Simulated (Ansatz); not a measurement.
A run of Ansatz 0.2.0 is set up as follows.

The input input.yaml:

```yaml
crystal:
  lattice:
    - [0.0, 2.135235, 2.135235]
    - [2.135235, 0.0, 2.135235]
    - [2.135235, 2.135235, 0.0]
  atoms:
    - { symbol: Ga, position: [0.0, 0.0, 0.0] }
    - { symbol: "N", position: [0.5, 0.5, 0.5] }
hamiltonian:
  xc: blyp
  pseudopotentials: { kind: paw }
kpoints:
  mp_grid: { grid: [11, 11, 11] }
  band_path:
    path:
      - [[0.0, 0.0, 0.0], [0.5, 0.0, 0.5], [0.5, 0.25, 0.75], [0.375, 0.375, 0.75], [0.0, 0.0, 0.0], [0.5, 0.5, 0.5], [0.625, 0.25, 0.625], [0.5, 0.25, 0.75], [0.5, 0.5, 0.5], [0.375, 0.375, 0.75]]
      - [[0.625, 0.25, 0.625], [0.5, 0.0, 0.5]]
    npoints: 14
scf:
  occupations: { method: fermi_dirac, width: 0.05 }
  n_extra_bands: 6
output:
  forces: true
  stress: true
  eigenvalues: true
  fatbands: false
```

Potentials or basis: Ansatz PAW.

The run is started by

```sh
$ ansatz run input.yaml --threads 2 --pin off --max-ram 5632MiB --backend cpu --events-out ev --progress --plain --runs-dir out
```

Q: Estimate the band gap on the k mesh.

A: 0.43 eV, indirect (least direct gap 2.41 eV).

Q: Predict the pressure.

A: 7.7 GPa.

Q: Predict the band gap along the path.

A: 0.29 eV, indirect (least direct gap 2.41 eV).

Levels at the corners of the path, in eV from the valence-band top:
```tsv
point	band 7	band 8	band 9	band 10	band 11	band 12
Γ	-0.49	-0.49	-0.49	1.92	14.79	14.79
X	-6.69	-2.88	-2.88	0.29	8.31	11.73
W	-5.02	-5.02	-4.55	4.74	9.66	10.38
K	-5.78	-5.56	-2.00	2.95	9.05	11.07
Γ	-0.49	-0.49	-0.49	1.92	14.79	14.79
L	-8.02	-0.17	-0.17	4.88	8.82	8.99
U	-5.78	-5.56	-2.00	2.95	9.05	11.07
W	-5.02	-5.02	-4.55	4.74	9.66	10.38
L	-8.02	-0.17	-0.17	4.88	8.82	8.99
K	-5.78	-5.56	-2.00	2.95	9.05	11.07
U	-5.78	-5.56	-2.00	2.95	9.05	11.07
X	-6.69	-2.88	-2.88	0.29	8.31	11.73
```

Caveat: the k mesh misses the band edges, so the gap on the mesh is wider than the one along the path; the pressure holds a Pulay correction of +0.7 GPa for the finite cutoff; the PAW data sets come from PBE, with cores solved anew for the run's functional, which leaves a small shift of forces and pressure. Expect the measured gap to be larger: semilocal functionals such as BLYP lack the derivative discontinuity.
